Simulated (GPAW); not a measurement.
# SnO (P4/nmm) in GPAW: single point with TB-mBJ

Aim: the single point of SnO with TB-mBJ.

Everything below comes from runs of GPAW 26.7.0. Logs are shortened: lines on timing, memory, paths and dates and some standing lists are left out, and cuts for length are marked. The log counts tension as positive stress, the text compression.

## 1. The structure

The structure is tetragonal, space group P4/nmm (No. 129). The conventional cell has a = 3.814 Å, b = 3.814 Å, c = 4.887 Å, α = 90.00°, β = 90.00°, γ = 90.00°. Sn (site symmetry 4mm) has 4 O at 2.23 Å as nearest neighbours. Around O (site symmetry -4m2) lie 4 Sn at 2.23 Å.

The cell is a database's computed one.

## 2. Single point, TB-mBJ

Contents of run.py:

```python
from ase import Atoms
from ase.dft.bandgap import bandgap
from ase.io import write
from gpaw import GPAW, PW

atoms = Atoms(['Sn', 'Sn', 'O', 'O'],
              cell=[[3.81369522, 0.0, 0.0],
                    [0.0, 3.81369522, 0.0],
                    [0.0, 0.0, 4.8869133]],
              scaled_positions=[[0.5, 0.0, 0.76462614],
                                [0.0, 0.5, 0.23537386],
                                [0.0, 0.0, 0.0],
                                [0.5, 0.5, 0.0]],
              pbc=True)

calc = GPAW(mode=PW(800),
            xc='TB09',
            kpts={'size': (6, 6, 6), 'gamma': True},
            occupations={'name': 'fermi-dirac', 'width': 0.05},
            nbands=33,
            convergence={'density': 1e-05, 'energy': 1e-05},
            eigensolver='cg',
            maxiter=150,
            txt='gpaw.txt')
atoms.calc = calc
energy = atoms.get_potential_energy()
calc.write('gs.gpw')
write('result.traj', atoms)
print('Fermi level:', round(calc.get_fermi_level(), 4), 'eV')
print(f'Gap: {bandgap(calc)[0]:.4f} eV, direct: {bandgap(calc, direct=True)[0]:.4f} eV')
```

Potentials or basis: GPAW PAW data sets for LDA (gpaw-data 1.2.1), pw.

On the command line:

```
$ OMP_NUM_THREADS=1 python run.py
```

gpaw.txt:

```text
___ ___ ___ _ _ _
 |   |   |_  | | | |
 | | | | | . | | | |
 |__ |  _|___|_____|  26.7.0
 |___|_|

Input parameters:
  convergence: {density: 1e-05,
                energy: 1e-05}
  eigensolver: cg
  kpts: {gamma: True,
         size: (6, 6, 6)}
  maxiter: 150
  mode: {ecut: 800.0,
         name: pw}
  nbands: 33
  occupations: {name: fermi-dirac,
                width: 0.05}
  xc: TB09

System changes: positions, numbers, cell, pbc, initial_charges, initial_magmoms

Initialize ...

species:
  Sn:
    name:    Tin
    Z:       50.0
    valence: 14
    core:    36
    charge:  0.0  # [|e|]
    compensation charges:
      type: gauss
      rc: 0.38  # [Å]
      lmax: 2
    cutoffs:
      filter: 2.23  # [Å]
      core: 2.35  # [Å]
    projectors
    | kind |    occ | energy [eV] | rcut [Å] |
    |------|--------|-------------|----------|
    |   5s |  2.000 |     -10.799 |    1.201 |
    |   5p |  2.000 |      -3.869 |    1.270 |
    |   4d | 10.000 |     -25.910 |    1.185 |
    |    s |        |      16.413 |    1.201 |
    |    p |        |      23.342 |    1.270 |
    |    d |        |       1.302 |    1.185 |

    Using partial waves for Sn as LCAO basis

  O:
    name:    Oxygen
    Z:       8.0
    valence: 6
    core:    2
    charge:  0.0  # [|e|]
    compensation charges:
      type: gauss
      rc: 0.21  # [Å]
      lmax: 2
    cutoffs:
      filter: 1.17  # [Å]
      core: 0.83  # [Å]
    projectors
    | kind |    occ | energy [eV] | rcut [Å] |
    |------|--------|-------------|----------|
    |   2s |  2.000 |     -23.752 |    0.688 |
    |   2p |  4.000 |      -9.195 |    0.598 |
    |    s |        |       3.459 |    0.688 |
    |    p |        |      18.016 |    0.598 |
    |    d |        |       0.000 |    0.619 |

    Using partial waves for O as LCAO basis

Reference energy: -339786.989759  # eV

Spin-paired calculation

Convergence criteria:
 Maximum [total energy] change in last 3 cyles: 1e-05 eV / valence electron
 Maximum integral of absolute [dens]ity change: 1e-05 electrons / valence electron
 Maximum integral of absolute [eigenst]ate change: 4e-08 eV^2 / valence electron
 Maximum number of scf [iter]ations: 150
 (Square brackets indicate name in SCF output, whereas a 'c' in
 the SCF output indicates the quantity has converged.)

Symmetries present (total): 8

  ( 1  0  0)  ( 1  0  0)  ( 0  1  0)  ( 0  1  0)  ( 0 -1  0)  ( 0 -1  0)
  ( 0  1  0)  ( 0 -1  0)  ( 1  0  0)  (-1  0  0)  ( 1  0  0)  (-1  0  0)
  ( 0  0  1)  ( 0  0  1)  ( 0  0 -1)  ( 0  0 -1)  ( 0  0 -1)  ( 0  0 -1)

  (-1  0  0)  (-1  0  0)
  ( 0  1  0)  ( 0 -1  0)
  ( 0  0  1)  ( 0  0  1)

216 k-points: 6 x 6 x 6 Monkhorst-Pack grid + [1/12,1/12,1/12]
40 k-points in the irreducible part of the Brillouin zone
       k-points in crystal coordinates                weights
   0:     0.00000000    0.00000000    0.00000000          1/216
   1:     0.00000000    0.00000000    0.16666667          2/216
   2:     0.00000000    0.00000000    0.33333333          2/216
   3:     0.00000000    0.00000000    0.50000000          1/216
   4:     0.16666667    0.00000000    0.00000000          4/216
   5:     0.16666667    0.00000000    0.16666667          8/216
   6:     0.16666667    0.00000000    0.33333333          8/216
   7:     0.16666667    0.00000000    0.50000000          4/216
   8:     0.16666667    0.16666667    0.00000000          4/216
   9:     0.16666667    0.16666667    0.16666667          8/216
          ...
  39:     0.50000000    0.50000000    0.50000000          1/216

Wave functions: Plane wave expansion
  Cutoff energy: 800.000 eV
  Number of coefficients (min, max): 3636, 3696
  Pulay-stress correction: 0.000000 eV/Ang^3 (de/decut=0.000000)
  Using FFTW library
  ScaLapack parameters: grid=1x1, blocksize=None
  Wavefunction extrapolation:
    Improved wavefunction reuse through dual PAW basis

Occupation numbers: Fermi-Dirac:
  width: 0.0500  # eV

Eigensolver
   CG(niter=4, rtol=3.0e-01)

Densities:
  Coarse grid: 25*25*32 grid
  Fine grid: 50*50*64 grid
  Total Charge: 0.000000

Density mixing:
  Method: separate
  Backend: msr1
  Linear mixing parameter: 0.05
  old densities: 10
  Width of damping distribution: 1.1
  Damping of long wavelength oscillations: 20

Hamiltonian:
  XC and Coulomb potentials evaluated on a 50*50*64 grid
  Using the TB09 Exchange-Correlation functional
  External potential:
    NoExternalPotential

XC parameters: TB09 with 2 nearest neighbor stencil

Number of atoms: 4
Number of atomic orbitals: 26
Number of bands in calculation: 33
Number of valence electrons: 40
Bands to converge: occupied

... initialized

Initializing position-dependent things.

Density initialized from atomic densities
Creating initial wave functions:
  26 bands from LCAO basis set
  7 bands from random numbers

   .--------.
  /|        |
 * |        |
 | | Sn     |
 | |        |
 | |        |
 |Sn--------.
 |/    O   /
 O--------*

Atomic positions and initial magnetic moments

Positions:
   0 Sn     1.906848    0.000000    3.736662    ( 0.0000,  0.0000,  0.0000)
   1 Sn     0.000000    1.906848    1.150252    ( 0.0000,  0.0000,  0.0000)
   2 O      0.000000    0.000000    0.000000    ( 0.0000,  0.0000,  0.0000)
   3 O      1.906848    1.906848    0.000000    ( 0.0000,  0.0000,  0.0000)

Unit cell:
           periodic     x           y           z      points  spacing
  1. axis:    yes    3.813695    0.000000    0.000000    25     0.1525
  2. axis:    yes    0.000000    3.813695    0.000000    25     0.1525
  3. axis:    yes    0.000000    0.000000    4.886913    32     0.1527

  Lengths:   3.813695   3.813695   4.886913
  Angles:   90.000000  90.000000  90.000000

Effective grid spacing dv^(1/3) = 0.1526

iter:   1  9071.059237
iter:   2  9089.636921   +1.67  -0.75
iter:   3  9087.779022   +0.94  -0.95
iter:   4  9088.974317   +0.04  -1.11
iter:   5  9093.426564   -0.55  -1.16
iter:   6  9098.741572   -0.59  -1.34
iter:   7  9107.403476   -0.63  -1.50
iter:   8  9106.379588   -1.03  -1.56
iter:   9  9109.331488   -1.06  -1.86
iter:  10  9106.764133   -1.09  -1.78
iter:  11  9106.835343   -1.03  -1.96
[... 10 lines left out ...]
iter:  22  9104.987130   -4.23  -3.16
iter:  23  9104.988170   -4.39  -3.26
iter:  24  9104.919554   -4.79  -3.19
iter:  25  9104.873060   -4.44  -3.49
iter:  26  9104.865757   -5.18  -3.65
iter:  27  9104.820097   -5.15  -3.62
iter:  28  9104.821737   -5.07  -4.48
iter:  29  9104.796562   -5.58  -4.40
iter:  30  9104.802476   -5.48  -4.52
iter:  31  9104.796795   -5.83  -4.44
iter:  32  9104.797873   -6.32  -5.12c
iter:  33  9104.790860   -6.70  -5.04c
iter:  34  9104.790075   -6.65  -5.04c
iter:  35  9104.788246   -7.21  -5.24c
iter:  36  9104.789829   -7.44c -5.16c
iter:  37  9104.788908   -7.67c -5.51c
iter:  38  9104.788838   -8.10c -5.44c
iter:  39  9104.789312   -8.69c -5.59c
iter:  40  9104.788885   -8.94c -5.74c
iter:  41  9104.789038   -9.09c -5.66c
iter:  42  9104.789416   -9.03c -5.62c
iter:  43  9104.789510   -9.09c -5.93c
iter:  44  9104.789621c  -9.11c -5.94c

Converged after 44 iterations.

Dipole moment: (-0.000000, -0.000000, -0.000000) |e|*Ang

Energy contributions relative to reference atoms: (reference = -339786.989759)

Kinetic:        +92.102256
Potential:      -81.079610
External:        +0.000000
XC:            +9095.101678
Entropy (-ST):   -0.000400
Local:           -1.334504
SIC:             +0.000000
--------------------------
Free energy:   +9104.789421
Extrapolated:  +9104.789621

Showing only first 2 kpts
 Kpt  Band  Eigenvalues  Occupancy
  0    18      3.56386    2.00000
  0    19      7.49742    1.77363
  0    20      9.88091    0.00000
  0    21     12.19525    0.00000

  1    18      3.56133    2.00000
  1    19      7.15373    1.99974
  1    20      9.71424    0.00000
  1    21     11.60102    0.00000

Fermi level: 7.60035

Gap: 0.240 eV
Transition (v -> c):
  (s=0, k=0, n=19, [0.00, 0.00, 0.00]) -> (s=0, k=36, n=20, [0.50, 0.50, 0.00])
Direct/indirect transitions are different
Direct gap: 2.316 eV
Transition at: (s=0, k=36, n=19, [0.50, 0.50, 0.00])
Writing to gs.gpw (mode='')
```

It took 4.5 min on 1 thread of Arm Neoverse V2, shared host; peak memory 0.39 GiB.

What came out:

- Band gap on the k mesh: 0.24 eV, indirect (least direct gap 2.32 eV)

Levels at points of the mesh, in eV from the valence-band top:
```
           k point  band 18  band 19  band 20  band 21  band 22  band 23
(0.00, 0.00, 0.00)    -3.93    -3.93     0.00     2.38     4.70     4.70
(0.00, 0.00, 0.50)    -3.94    -2.93    -2.76     2.33     3.19     3.19
(0.50, 0.00, 0.00)    -5.50    -2.98    -2.98     3.40     3.40     6.08
(0.50, 0.00, 0.50)    -5.47    -2.14    -2.14     2.72     2.72     5.61
(0.50, 0.50, 0.00)    -3.31    -2.08    -2.08     0.24     0.24     4.78
(0.50, 0.50, 0.50)    -3.31    -2.73    -2.73     2.25     2.25     4.35
```

Caveat: a model potential gives levels but no total energy; spin-orbit coupling is left out, which moves the levels of the heavy elements. A k mesh can miss the band edges.
